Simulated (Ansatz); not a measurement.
# Ti3Si: the cost of one run

Method: DFT r2SCAN, scalar-relativistic, plane waves, PAW, in Ansatz 0.2.0.

1 further run of the same task is left out (set aside as unsound or not needed). Runs told in other sessions of the task aren't counted.

### Step 1. The system as given

Symmetry: P6_3/mmc, No. 194, hexagonal system. The conventional cell has a = 5.629 Å, b = 5.629 Å, c = 4.504 Å, α = 90.00°, β = 90.00°, γ = 120.00°. Ti (site symmetry mm2) has 8 Ti at 2.73 to 2.90 Å and 4 Si at 2.75 to 2.81 Å in its first shell of neighbours. Si (site symmetry -6m2) has 12 Ti at 2.75 to 2.81 Å in its first shell of neighbours.

As a file:

```
Ti Si
1.0
     5.62856    0.00000    0.00000
    -2.81428    4.87448    0.00000
     0.00000    0.00000    4.50395
Ti Si
6 2
Cartesian
  1.4509 0.8377 3.3780
  4.1777 0.8377 3.3780
  2.8143 3.1991 3.3780
  1.3634 4.0368 1.1260
  -1.3634 4.0368 1.1260
  0.0000 1.6753 1.1260
  0.0000 3.2497 3.3780
  2.8143 1.6248 1.1260
```

It goes back to an entry of the Materials Project, which need not be the stable form.

This cell was relaxed beforehand with the same method: volume 15.45 Å³/atom, gap on the mesh none (metal).

### Step 2. Zero of the scan

Contents of input.yaml:

```yaml
crystal:
  lattice:
    - [5.6285599865, 0.0, 0.0]
    - [-2.8142799932, 4.874475935, 0.0]
    - [0.0, 0.0, 4.5039465941]
  atoms:
    - { symbol: Ti, position: [0.3436961568, 0.1718480784, 0.75] }
    - { symbol: Ti, position: [0.8281519216, 0.1718480784, 0.75] }
    - { symbol: Ti, position: [0.8281519216, 0.6563038432, 0.75] }
    - { symbol: Ti, position: [0.6563038432, 0.8281519216, 0.25] }
    - { symbol: Ti, position: [0.1718480784, 0.8281519216, 0.25] }
    - { symbol: Ti, position: [0.1718480784, 0.3436961568, 0.25] }
    - { symbol: Si, position: [0.3333333333, 0.6666666667, 0.75] }
    - { symbol: Si, position: [0.6666666667, 0.3333333333, 0.25] }
basis:
  ecutwfc: 500
kpoints:
  mp_grid: { grid: [12, 12, 10] }
hamiltonian:
  xc: r2scan
scf:
  occupations: { method: gaussian, width: 0.15 }
output:
  forces: true
  stress: true
  eigenvalues: true
```

Command:

```
$ ansatz run input.yaml --threads 2 --pin off --max-ram 5120MiB --backend cpu --events-out ev --progress --plain --runs-dir out
```

Q: Estimate wall time and peak memory on 2 threads of Arm Neoverse V2, shared host.

About 34 s, with a peak of 1.1 GiB.
